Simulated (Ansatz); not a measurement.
# Eu (Im-3m) in Ansatz: single point with PBE

Aim: the single point of Eu with PBE.

All numbers are computed with Ansatz 0.2.0; they aren't measurements. Logs are shortened: lines on timing, memory, paths and dates and some standing lists are left out, and cuts for length are marked.

## (1) Starting point

Symmetry: Im-3m, No. 229, cubic system. The conventional cell has a = 4.606 Å, b = 4.606 Å, c = 4.606 Å, α = 90.00°, β = 90.00°, γ = 90.00°. Eu (site symmetry m-3m) is surrounded by 8 Eu at 3.99 Å.

## (2) Single point, PBE, collinear spin, random start

The input, input.yaml:

```yaml
crystal:
  lattice:
    - [-2.303, 2.303, 2.303]
    - [2.303, -2.303, 2.303]
    - [2.303, 2.303, -2.303]
  atoms:
    - { symbol: Eu, position: [0.0, 0.0, 0.0], spin: 4.73 }
hamiltonian:
  xc: pbe
  pseudopotentials: { kind: paw }
magnetization:
  spin_polarized: true
kpoints:
  mp_grid: { grid: [8, 8, 8] }
scf:
  occupations: { method: fermi_dirac, width: 0.05 }
output:
  forces: true
  stress: true
  eigenvalues: true
```

Potentials or basis: Ansatz PAW.

Command:

```bash
ansatz run input.yaml --threads 2 --pin off --max-ram 5632MiB --backend cpu --events-out ev --progress --plain --runs-dir out
```

Log:

```text
Warning: where an SCF of this run starts from atoms to list the orders of its open shells, Eu (site 0, from 0) starts with 6.32 μB on its 4f shell, in the place of the 4.73 μB that the deck gives it: an open f shell starts with all that it can hold by Hund's first rule. To start from spheres of the given moment, type scf.initial_density.shell_occupations: []
Warning: RAYON_NUM_THREADS=2 ignored (pool sized by the plan → 2); use --threads N
band count auto-derived: 16 (N_el = 17.0; filled up to band 9; 15 by the electrons, moments and atoms)
Engine: ansatz 0.2.0, aarch64-unknown-linux-gnu
Pseudopotentials: kind: paw
Pseudopotential: Eu, paw, valence charge 17, recommended cutoff 420 eV (normal), Eu.paw.azcp
Functional definition: PBE
  parameter kappa = 0.804
  parameter beta = 0.06672455060314922
  exchange = pbe_x(kappa = kappa, mu = beta*pi^2/3)
  correlation = pbe_c(beta = beta)
Crystal: 1 atoms, lattice volume = 48.859 Å³
Basis set: ecut = 420 eV, 959 PW (Γ), exchange–correlation on 54×54×54 points (8 copies of the dense FFT grid, shifted against one another)
Bands: 16, of which v1, the nominal top of the filled ones, is band 9 counted from 1 (8 counted from 0)
Symmetry: 48 space group operations
Space group: Im-3m (ITA 229), of the structure as read, at distance tolerance 3.7e-5 Å
Magnetic group: BNS 229.140 (UNI 1642), of the structure as read, at distance tolerance 3.7e-5 Å
k-points: 29 of 512
Non-local potential: Eu, projectors of the file, l = 0: 3, l = 1: 2, l = 2: 2, l = 3: 3
PAW form: soft (Blöchl's): semilocal exchange-correlation on the pseudo side does not see the compensation charge
PAW one-centre angular grid: Eu, 590 points (default); XC on 64 Gauss nodes
Initial density: superposition of atomic densities (chi_scale 0.1, normalization cell)
Starting moments: Σ|m| = 4.73 μB on 1 of 1 site
Initial wavefunctions: pseudopotential atomic-orbital guess
Functional: x = pbe(κ = 0.804, μ = 0.2195149727645171), c = pbe(β = 0.06672455060314922)
iter 1 solved again at ethr=2.40e-3 eV; its pass at ethr=3.10e-3 eV (dr2=4.08e-1 eV) is discarded
SCF iter   1: F=—  HF=-8765.274023 eV  |F-HF|=—  |Δ(HF+E_count)|=         —  Δρ=4.88e-2 (↑4.88e-2 ↓1.96e-2)  dr2=4.14e-1  dr2_m=4.90e-1  M=6.925 μB ∫|m|=6.925 μB  β_m=0.30  ethr=2.40e-3  ⟨swp⟩=1.0  Hψ=5538  notcnv=0
Mixer restart at iter 1: flushing history
preconditioner: auto → Kerker (q_TF=auto, 2.288 Å⁻¹)  [metal: Δε(μ)=0.017 eV  Ē_g=3.608 eV  σ=0.050 eV  W_gap=0.09  n_scr=12 (ndim 8)  ℏωp=15.9 eV  f_vac=0.000  D(μ)=4.87/eV (n_scr^D=54)]
spin=Collinear: Kerker preconditioning applied to the charge; magnetization (m = ρ↑ − ρ↓) channel mixes plain (no charge-response kernel on spin).
SCF iter   2: F=—  HF=-8765.618898 eV  |F-HF|=—  |Δ(HF+E_count)|=   3.45e-1  Δρ=3.01e-2 (↑3.01e-2 ↓1.38e-2)  dr2=1.33e-1  dr2_m=2.03e-1  M=6.961 μB ∫|m|=6.961 μB  β_m=0.46  ethr=2.40e-3  ⟨swp⟩=2.8  Hψ=1766  notcnv=0
SCF iter   3: F=—  HF=-8766.078880 eV  |F-HF|=—  |Δ(HF+E_count)|=   4.60e-1  Δρ=1.66e-2 (↑1.66e-2 ↓4.70e-3)  dr2=7.75e-2  dr2_m=4.58e-2  M=7.091 μB ∫|m|=7.091 μB  β_m=0.71  ethr=7.83e-4  ⟨swp⟩=2.7  Hψ=2099  notcnv=0
SCF iter   4: F=—  HF=-8766.405232 eV  |F-HF|=—  |Δ(HF+E_count)|=   3.26e-1  Δρ=5.29e-3 (↑5.29e-3 ↓3.00e-3)  dr2=4.09e-2  dr2_m=1.75e-3  M=7.299 μB ∫|m|=7.299 μB  β_m=0.85  ethr=4.56e-4  ⟨swp⟩=3.2  Hψ=2454  notcnv=0
SCF iter   5: F=—  HF=-8766.440571 eV  |F-HF|=—  |Δ(HF+E_count)|=   3.53e-2  Δρ=1.40e-3 (↑1.40e-3 ↓1.04e-3)  dr2=2.34e-3  dr2_m=1.67e-4  M=7.374 μB ∫|m|=7.374 μB  β_m=0.93  ethr=2.41e-4  ⟨swp⟩=3.4  Hψ=2509  notcnv=0
SCF iter   6: F=—  HF=-8766.443615 eV  |F-HF|=—  |Δ(HF+E_count)|=   3.04e-3  Δρ=1.17e-3 (↑1.17e-3 ↓3.57e-4)  dr2=1.09e-3  dr2_m=1.70e-4  M=7.349 μB ∫|m|=7.349 μB  β_m=0.96  ethr=1.38e-5  ⟨swp⟩=2.1  Hψ=2070  notcnv=0  defer=20
SCF iter   7: F=—  HF=-8766.444016 eV  |F-HF|=—  |Δ(HF+E_count)|=   4.01e-4  Δρ=1.16e-4 (↑1.16e-4 ↓9.98e-5)  dr2=1.38e-5  dr2_m=3.16e-6  M=7.357 μB ∫|m|=7.357 μB  β_m=0.98  ethr=6.41e-6  ⟨swp⟩=2.1  Hψ=1709  notcnv=0  defer=21
SCF iter   8: F=—  HF=-8766.439168 eV  |F-HF|=—  |Δ(HF+E_count)|=   4.85e-3  Δρ=3.92e-5 (↑3.63e-5 ↓3.92e-5)  dr2=3.28e-7  dr2_m=5.38e-7  M=7.363 μB ∫|m|=7.363 μB  β_m=0.99  ethr=8.09e-8  ⟨swp⟩=2.1  Hψ=1489  notcnv=0  defer=21
SCF iter   9: F=—  HF=-8766.439175 eV  |F-HF|=—  |Δ(HF+E_count)|=   6.56e-6  Δρ=2.67e-5 (↑2.67e-5 ↓1.89e-5)  dr2=2.05e-7  dr2_m=1.88e-7  M=7.366 μB ∫|m|=7.366 μB  β_m=1.00  ethr=1.93e-9  ⟨swp⟩=2.1  Hψ=1415  notcnv=0  defer=21
SCF iter  10: F=—  HF=-8766.439177 eV  |F-HF|=—  |Δ(HF+E_count)|=   2.06e-6  Δρ=1.67e-5 (↑1.67e-5 ↓6.61e-6)  dr2=1.10e-7  dr2_m=4.42e-8  M=7.368 μB ∫|m|=7.368 μB  β_m=1.00  ethr=1.21e-9  ⟨swp⟩=2.1  Hψ=1456  notcnv=0  defer=21
SCF iter  11: F=—  HF=-8766.439177 eV  |F-HF|=—  |Δ(HF+E_count)|=   3.06e-7  Δρ=3.50e-6 (↑3.50e-6 ↓1.94e-6)  dr2=4.75e-9  dr2_m=2.42e-9  M=7.368 μB ∫|m|=7.368 μB  β_m=1.00  ethr=6.49e-10  ⟨swp⟩=2.0  Hψ=1437  notcnv=0  defer=21
SCF iter  12: F=-8766.439177 eV  HF=-8766.439177 eV  |F-HF|=3.20e-10  |Δ(HF+E_count)|=   2.17e-8  Δρ=9.45e-7 (↑9.45e-7 ↓3.88e-7)  dr2=3.97e-10  dr2_m=1.33e-10  M=7.368 μB ∫|m|=7.368 μB  ethr=2.79e-11  ⟨swp⟩=2.7  Hψ=3171  notcnv=0
SCF 1 converged in 12 iterations: F = -8766.439177 eV  dr2 = 3.97e-10
the search or the solves at the SCF's close seem to have found levels that the self-consistency loop had missed (the run counts 1). By its estimate they hold under 1e-12 electrons; where the run keeps them, the occupations were computed again with them
SCF converged after 12 iterations
Magnetization: 7.3682 μB (12.1841 up, 4.8159 down)
Absolute magnetization: 7.3682 μB (∫|ρ↑−ρ↓|, with the PAW one-centre terms)
Spin contamination: 0.0042 ħ² per cell (⟨S²⟩ above its minimum at these occupations)
Per-site moments (μB) at R_I (Å): [(7.095441617619732, 1.6454266165553386)]
Free energy (F): -8766.439177 eV
Harris-Foulkes:  -8766.439177 eV  (|F-HF|=3.20e-10)
Internal energy: -8766.425744 eV  (E = F + TS)
E sigma→0 (E₀):  -8766.432461 eV
Entropy (-TS):   -0.013433 eV (-13.433 meV/atom)
Fermi energy:    7.664086 eV
--- Per-component energies (eV) ---
  E_band       = -72.169273
  E_kinetic    = 347.768295
  E_local      = -2292.360570  (includes V_loc(G=0)·N_el)
  E_nonlocal   = 476.868983
  E_hartree    = 910.179061
  E_xc         = -175.211649
  E_vxc        = -200.169146  (∫ρ·V_xc dr)
  E_paw        = -6389.655421  (= ΣΔE_a)
  E_vpaw       = -224.633830  (= ΣTr[D̂ρ^β])
  E_aug_tail   = -0.000000  (compensation charges beyond the density's cutoff)
  E_ewald      = -1644.014444
  E_smearing   = -0.013433  (= −TS)
  E_closure    = 0.000000  (closes the sum)
  Σ components = -8766.439177   (vs F -8766.439177, Δ=0.00e0)
--- Forces (eV/Å), atoms counted from 1 ---
  atom   1  Eu     0.00000000    -0.00000000     0.00000000
  max |Σ_I F_I| component: 5.42e-31 eV/Å
--- Stress (GPa, compression-positive) ---
       -1.576879      -0.000000       0.000000
        0.000000      -1.576879       0.000000
       -0.000000      -0.000000      -1.576879
  P = ⅓ Tr σ = -1.5769 GPa (-15.769 kbar)
--- Band table (eV; the first three rows and the last of 58) ---
  k-point 0 ↑: bands = ["-34.0954", "-12.7351", "-12.7351", "-12.7351", "3.4913", "7.0920", "7.0920", "7.0920", "7.2089", "7.2089", "7.2089", "7.2434", "9.3574", "9.3574", "9.3574", "10.8130"]
  k-point 1 ↑: bands = ["-34.0928", "-12.7759", "-12.7485", "-12.7351", "3.7962", "7.0917", "7.0959", "7.1018", "7.1953", "7.1988", "7.2029", "7.2266", "9.1464", "9.2242", "9.6809", "10.5704"]
  k-point 2 ↑: bands = ["-34.0867", "-12.8723", "-12.7806", "-12.7352", "4.6206", "7.0935", "7.0992", "7.1316", "7.1582", "7.1687", "7.1966", "7.2210", "8.6605", "8.7020", "10.5748", "10.5784"]
  k-point 28 ↓: bands = ["-30.9107", "-10.5780", "-10.5780", "-10.5780", "7.5983", "7.5983", "11.3861", "11.3861", "11.3861", "11.6822", "11.9918", "11.9918", "11.9918", "13.1903", "13.1903", "13.1903"]
```

It took 2.8 s on 2 threads of Arm Neoverse V2, shared host; peak memory 0.33 GiB.

Results:

```yaml
Free_energy: -8766.4392 eV
Pressure: -1.6 GPa
Band_gap_on_the_k_mesh: none (metal or under the smearing width)
Net_moment: 7.37 μB per cell
Absolute_moment: 7.37 μB per cell
Site_moments: Eu +7.10 μB
```

Caveat: spin-orbit coupling is left out, which moves the levels of the heavy elements. The state reached can hang on the start; a lower one may exist.
